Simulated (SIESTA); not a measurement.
Crystal: Ni.

```
CELL_PARAMETERS angstrom
0.00000 1.73757 1.73757
1.73757 0.00000 1.73757
1.73757 1.73757 0.00000
ATOMIC_POSITIONS crystal
Ni 0.00000 0.00000 0.00000
```

* Program: SIESTA 5.4.2
* Task: single point
* Functional: PBE
* Potentials or basis: PseudoDojo 0.4 standard (PBE files)
* Basis: DZP (energy shift 0.002 Ry)
* Grid cutoff: 800 Ry
* Energy shift: 0.002 Ry
* k mesh: 13 × 13 × 13
* Occupations: fermi-dirac, width 0.05 eV
* Spin: collinear spin, ferromagnetic start
* Starting moments: [1.0] μB

On this cell: pressure 8.0 GPa; net moment 0.63 μB per cell; site moments Ni +0.63 μB; band gap on the k mesh none (metal or under the smearing width).

The same run follows on a disturbed copy (cell strained at random at fixed volume):

```
Ni
1.0
     0.01655    1.75725    1.76824
     1.71912    0.01633    1.76846
     1.71447    1.75283    0.02098
Ni
1
Cartesian
  -0.0366 -0.0460 0.0311
```

Question: What changes?

Answer: The energy (extrapolated to zero smearing) moves by +3.0 meV/atom; pressure 7.2 GPa; net moment 0.63 μB per cell; site moments Ni +0.63 μB; band gap on the k mesh none (metal or under the smearing width).

Stress tensor (GPa, compression positive):
```
 8.92 -0.78 -1.48
-0.78  6.77 -1.93
-1.48 -1.93  6.00
```

Caveats: semicore shells carry a single zeta, which can move pressures by several GPa and volumes by a few percent; the basis of atomic orbitals isn't converged, which shifts pressures, moduli and gaps.
